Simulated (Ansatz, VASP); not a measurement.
Two plane-wave programs on KF

```
K F
1.0
     3.17887    0.00000    0.00000
     0.00000    3.17887    0.00000
     0.00000    0.00000    3.31715
K F
1 1
Direct
  0.00000 0.00000 0.00000
  0.50000 0.50000 0.50000
```

Change from the starting cell: uniaxial_z strain +4.3%.

Alike in both runs: task single point; functional PBE; k mesh 8 × 8 × 8; occupations fermi-dirac, width 0.02 eV; no spin polarisation.

|  | VASP | Ansatz |
| --- | --- | --- |
| version | VASP 6.6.1 | Ansatz 0.2.0 |
| potentials or method | VASP PAW PBE potentials, release 64 (K_sv, F) | plane waves, PAW |
| plane-wave cutoff (eV) | 520 | 420 |
| valence electrons in the cell | 16 | 16 |

|  | VASP | Ansatz | Ansatz less VASP |
| --- | --- | --- | --- |
| gap on the k mesh at the Fermi level (eV) | 6.42 | 6.43 | +0.018 |
| pressure (GPa) | 1.2 | 1.1 | -0.01 |
| largest component of the traceless stress (GPa) | 2.51 | 2.51 | -0.004 |

A k mesh can miss the band edges.
